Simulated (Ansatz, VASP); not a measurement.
**Br: VASP beside Ansatz**

Contents of INCAR:

```
PREC = Accurate
ENCUT = 520
EDIFF = 1E-6
ISMEAR = -1
SIGMA = 0.1
LREAL = False
LASPH = True
NELM = 80
ALGO = Normal
ISIF = 2
LWAVE = False
LCHARG = True
GGA = PS
LELF = True
LVHAR = True
NBANDS = 14
```

Contents of KPOINTS:

```
regular mesh
0
Gamma
  14 14 8
```

Contents of POSCAR:

```
Br
1.0
    2.9082168249      0.0000000000      0.0000000000
   -1.4541084125      2.5185896501      0.0000000000
    0.0000000000      0.0000000000      4.2493761482
Br
2
Direct
    0.3333333333      0.6666666667      0.2500000000
    0.6666666667      0.3333333333      0.7500000000
```

Input for Ansatz:

```yaml
crystal:
  lattice:
    - [2.9082168249, 0.0, 0.0]
    - [-1.4541084125, 2.5185896501, 0.0]
    - [0.0, 0.0, 4.2493761482]
  atoms:
    - { symbol: Br, position: [0.3333333333, 0.6666666667, 0.25] }
    - { symbol: Br, position: [0.6666666667, 0.3333333333, 0.75] }
kpoints:
  mp_grid: { grid: [14, 14, 8] }
scf:
  occupations: { method: fermi_dirac, width: 0.1 }
hamiltonian:
  xc: pbesol
  pseudopotentials: { kind: all_electron, lapw: { basis_error: 0.001 } }
output:
  forces: true
  stress: true
  eigenvalues: true
  populations: true
```

Change from the starting cell: volume scaled by 0.6, LAPW.

Alike in both runs: task single point; functional PBEsol; k mesh 14 × 14 × 8; occupations fermi-dirac, width 0.1 eV; no spin polarisation.

|  | VASP | Ansatz |
| --- | --- | --- |
| version | VASP 6.6.1 | Ansatz 0.2.0 |
| potentials or method | VASP PAW PBE potentials, release 64 (Br) | all-electron LAPW, scalar-relativistic |
| plane-wave cutoff (eV) | 520 | see its input |

```tsv
	VASP	Ansatz	Ansatz less VASP
pressure (GPa)	53.5	53.3	-0.26
largest component of the traceless stress (GPa)	0.10	0.05	-0.055
```

Ansatz ran all-electron here, so the differences hold the error of VASP's frozen core and of both bases.

Caveats: so large a pressure means that the cell lies far from this level's equilibrium, or that cutoff or potentials fall short (VASP); the potentials were made for another functional, which shifts forces and pressure (VASP).
